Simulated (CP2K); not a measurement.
A run of CP2K 2026.2:

The input hfo2_bands.inp:

```
&GLOBAL
  PROJECT hfo2_bands
  RUN_TYPE ENERGY_FORCE
  PRINT_LEVEL LOW
&END GLOBAL
&FORCE_EVAL
  METHOD QS
  STRESS_TENSOR ANALYTICAL
  &DFT
    BASIS_SET_FILE_NAME BASIS_MOLOPT_UZH
    POTENTIAL_FILE_NAME POTENTIAL_UZH
    &MGRID
      CUTOFF 850
      REL_CUTOFF 60
      NGRIDS 4
    &END MGRID
    &QS
      METHOD GPW
      EPS_DEFAULT 1.0E-9
    &END QS
    &KPOINTS
      SCHEME MONKHORST-PACK 9 9 9
      GAMMA_CENTERED T
      SYMMETRY T
      SYMMETRY_BACKEND SPGLIB
    &END KPOINTS
    &SCF
      SCF_GUESS ATOMIC
      EPS_SCF 1.0E-6
      MAX_SCF 100
      ADDED_MOS 15
      CHOLESKY OFF
      EPS_EIGVAL 1.0E-7
      &DIAGONALIZATION ON
        ALGORITHM STANDARD
      &END DIAGONALIZATION
      &MIXING ON
        METHOD BROYDEN_MIXING
        ALPHA 0.4
        BETA 1.5
        NBUFFER 8
      &END MIXING
      &SMEAR ON
        METHOD FERMI_DIRAC
        ELECTRONIC_TEMPERATURE [K] 300.557
      &END SMEAR
    &END SCF
    &XC
      &XC_FUNCTIONAL
        &MGGA_X_R2SCAN
        &END MGGA_X_R2SCAN
        &MGGA_C_R2SCAN
        &END MGGA_C_R2SCAN
      &END XC_FUNCTIONAL
    &END XC
    &PRINT
      &KPOINTS ON
      &END KPOINTS
      &MULLIKEN ON
      &END MULLIKEN
      &MO ON
        ENERGIES T
        OCCUPATION_NUMBERS T
        &EACH
          QS_SCF 0
        &END EACH
        ADD_LAST NUMERIC
      &END MO
      &BAND_STRUCTURE
        FILE_NAME bands.bs
        ADDED_MOS 4
        &KPOINT_SET
          UNITS B_VECTOR
          NPOINTS 10
          SPECIAL_POINT GAMMA 0.00000000 0.00000000 0.00000000
          SPECIAL_POINT X 0.50000000 0.00000000 0.50000000
          SPECIAL_POINT W 0.50000000 0.25000000 0.75000000
          SPECIAL_POINT K 0.37500000 0.37500000 0.75000000
          SPECIAL_POINT GAMMA 0.00000000 0.00000000 0.00000000
          SPECIAL_POINT L 0.50000000 0.50000000 0.50000000
          SPECIAL_POINT U 0.62500000 0.25000000 0.62500000
          SPECIAL_POINT W 0.50000000 0.25000000 0.75000000
          SPECIAL_POINT L 0.50000000 0.50000000 0.50000000
          SPECIAL_POINT K 0.37500000 0.37500000 0.75000000
        &END KPOINT_SET
        &KPOINT_SET
          UNITS B_VECTOR
          NPOINTS 10
          SPECIAL_POINT U 0.62500000 0.25000000 0.62500000
          SPECIAL_POINT X 0.50000000 0.00000000 0.50000000
        &END KPOINT_SET
      &END BAND_STRUCTURE
    &END PRINT
  &END DFT
  &SUBSYS
    &CELL
      ABC 3.6168511858 3.6168511858 3.6168511858
      ALPHA_BETA_GAMMA 59.9999999994 59.9999999999 59.9999999999
      PERIODIC XYZ
    &END CELL
    &COORD
      SCALED
      Hf  0.0000000000 0.0000000000 0.0000000000
      O   0.7500000000 0.7500000000 0.7500000000
      O   0.2500000000 0.2500000000 0.2500000000
    &END COORD
    &KIND Hf
      BASIS_SET TZVP-MOLOPT-SCAN-GTH-q12
      POTENTIAL GTH-SCAN-q12
    &END KIND
    &KIND O
      BASIS_SET TZVP-MOLOPT-SCAN-GTH-q6
      POTENTIAL GTH-SCAN-q6
    &END KIND
    &PRINT
      &ATOMIC_COORDINATES ON
      &END ATOMIC_COORDINATES
      &CELL ON
      &END CELL
    &END PRINT
  &END SUBSYS
  &PRINT
    &FORCES ON
    &END FORCES
    &STRESS_TENSOR ON
    &END STRESS_TENSOR
  &END PRINT
&END FORCE_EVAL
```

Potentials or basis: POTENTIAL_UZH Hf GTH-SCAN-q12, O GTH-SCAN-q6; TZVP-MOLOPT-SCAN-GTH basis.

The run is started by

```sh
$ OMP_NUM_THREADS=2 cp2k.psmp -i hfo2_bands.inp -o hfo2_bands.out
```

Hardware: 2 threads of Arm Neoverse V1, with other jobs on the host.

Problem. Estimate the wall time of this run.

Solution. Run time: 100 s on 2 threads of Arm Neoverse V1, with other jobs on the host, peak memory 0.44 GiB. Counts: scf iterations 16, k points 35, basis 69, bands 27, force evaluations 1.
